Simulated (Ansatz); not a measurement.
**P: energy along a strain**

P, R-3m, a = 3.393 Å, c = 8.333 Å (as given, not relaxed at this level: 0.0 GPa, forces to 0.03 eV/Å). This isn't the element's structure at ambient conditions. Ansatz: PBEsol+D3(BJ), PAW, 420 eV, Γ-centred 24×24×24 mesh on 2 atoms, Gaussian smearing 0.15 eV; no spin polarisation. Cell vectors (Å): 1.697 0.980 2.778; -1.697 0.980 2.778; 0.000 -1.959 2.778. The cell is strained by x per cent times the pattern (0 0 0 0 0 1) in the order xx yy zz yz xz xy (engineering shears), with fractional coordinates held. y is the free energy over the start, V0 = 13.849 Å³/atom. Symmetry makes y even in x.

```tsv
x (%)	y (meV/atom)
-4.00	6.69
-2.00	?
0.00	0.00
1.00	0.43
1.50	0.97
2.50	2.65
3.00	3.79
3.50	5.13
```

Problem. Fit y = c2 x² + c4 x⁴ to the other rows, get the stiffness along the pattern, and predict the missing energy.

Solution. Least squares on the rows shown. y = 0.4266 x² − 0.0005556 x⁴. The clamped-ion stiffness p·C·p = 2 × 4.266 eV × 160.2 / 13.849 Å³ = 99 GPa, which is C66 in these axes (second derivative at the start, which stands under stress). At x = -2.00 the fit asked for gives 1.70 meV/atom. The run gave 1.71 meV/atom, so the fit is 0.01 meV/atom too low, within twice the rms miss on the fitted rows (0.008 meV/atom).

Cost: 8 runs of about 5.5 core-minutes in all, on AMD EPYC 9R45 (Zen 5) (shared hosts).